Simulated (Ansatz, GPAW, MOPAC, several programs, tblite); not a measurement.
What each method gives for Bi (puckered monolayer)

A free-standing puckered monolayer of Bi, relaxed with r2SCAN in Ansatz, was computed with several methods. The sheet's in-plane cell has a = 5.118 Å, b = 4.520 Å (γ = 90.0°), and its outermost atoms lie 2.95 Å apart along the normal. Bi is surrounded by 3 Bi at 2.99–3.06 Å. These are computed values for a spin-unpolarised cell that may be hypothetical; none is a measurement.

```yaml
crystal:
  lattice:
    - [5.11825, 0.00000, 0.00000]
    - [0.00000, 4.51970, 0.00000]
    - [0.00000, 0.00000, 29.35979]
  atoms:
    - { symbol: Bi, position: [0.04808, 0.00000, 0.37387] }
    - { symbol: Bi, position: [0.45192, 0.50000, 0.37387] }
    - { symbol: Bi, position: [0.54808, 0.50000, 0.27328] }
    - { symbol: Bi, position: [0.95192, 0.00000, 0.27328] }
```
Periodic in the plane only; c spans the vacuum.

Gaps and times are for a single point on this cell. Times are rough, from shared hosts (Arm Neoverse V1), and each method has its own mesh and cell size. PM6 (MOPAC): levels, charges or heat of formation failed a check of plausibility, so no values are given. PM6 (MOPAC), PM7 (MOPAC), GFN1-xTB (tblite), GFN2-xTB (tblite) treat a cluster of cells at its zone centre, which samples few k points: where these miss a band edge, the gap comes out too large for that reason alone. Gaps from k meshes are read at a limited set of points (mesh, symmetry points, PBE's band edges), so each method's own least gap may be somewhat smaller. xTB and the PM methods were fitted mostly to molecules, and can miss a solid's gap by electronvolts. Minimal bases can be far off for gaps. d marks a direct gap, i an indirect one (no mark: not told apart), a dash a value that wasn't computed or didn't pass its checks.

```csv
method,kind,gap (eV),atoms computed,processor time
PM6 (MOPAC),semi-empirical,–,16,0.29 s
GFN1-xTB (tblite),tight binding,1.68,16,0.75 s
GFN2-xTB (tblite),tight binding,1.67,16,0.82 s
PM7 (MOPAC),semi-empirical,3.41,16,1 s
light PBE (260 eV and a coarse mesh),light plane-wave,0.04 d,4,5.6 s
PBE/single zeta (GPAW),small basis,0.03 d,4,7 s
PBE,semilocal,0,4,42 s
r2SCAN,semilocal,0.09 d,4,100 s
```

Runs without a result: GLLB-SC (GPAW) (single point, out of time).

With PBE the bands overlap or touch, or nearly. Semilocal functionals can close a real gap, so this doesn't show a metal; small gaps of other methods may in turn close between the points read or with spin-orbit coupling, and the solid may be a semimetal.

Spin-orbit coupling is left out; in compounds of Pb, Bi, Tl or Hg it can lower a gap by up to about 1 eV, split its edges or invert the bands.
